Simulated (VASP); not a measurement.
CdO (Monteponite):

```xyz
2
Lattice="0.0000 2.3495 2.3495 2.3495 0.0000 2.3495 2.3495 2.3495 0.0000" Properties=species:S:1:pos:R:3 pbc="T T T"
Cd    0.0000    0.0000    0.0000
O     2.3495    2.3495    2.3495
```

```yaml
Program: VASP 6.6.1
Task: relaxation of cell and atoms
Functional: PBE
Potentials_or_basis: VASP PAW PBE potentials, release 64 (Cd, O)
Cutoff: 600 eV
k_mesh: 12 × 12 × 12
Occupations: gaussian, width 0.03 eV
Spin: no spin polarisation
```

At the start: pressure 7.4 GPa; volume 12.97 Å³/atom.

Task: How do energy, volume and symmetry change on relaxing?

Result: Over 3 steps the energy falls by 15.0 meV/atom and the volume is 13.66 Å³/atom (+5.3 %); space group Fm-3m (No. 225, to 0.05 Å).

The path:
```csv
step,energy change (eV),largest force (eV/Å),pressure (GPa),volume (Å³)
1,0.0000,0.0000,7.38,25.94
2,-0.0184,0.0000,-3.87,28.25
3,-0.0300,0.0000,-0.01,27.32
```

Final structure:
```
Cd O
1.0
     0.00000    2.39035    2.39035
     2.39035    0.00000    2.39035
     2.39035    2.39035    0.00000
Cd O
1 1
Direct
  0.00000 0.00000 0.00000
  0.50000 0.50000 0.50000
```
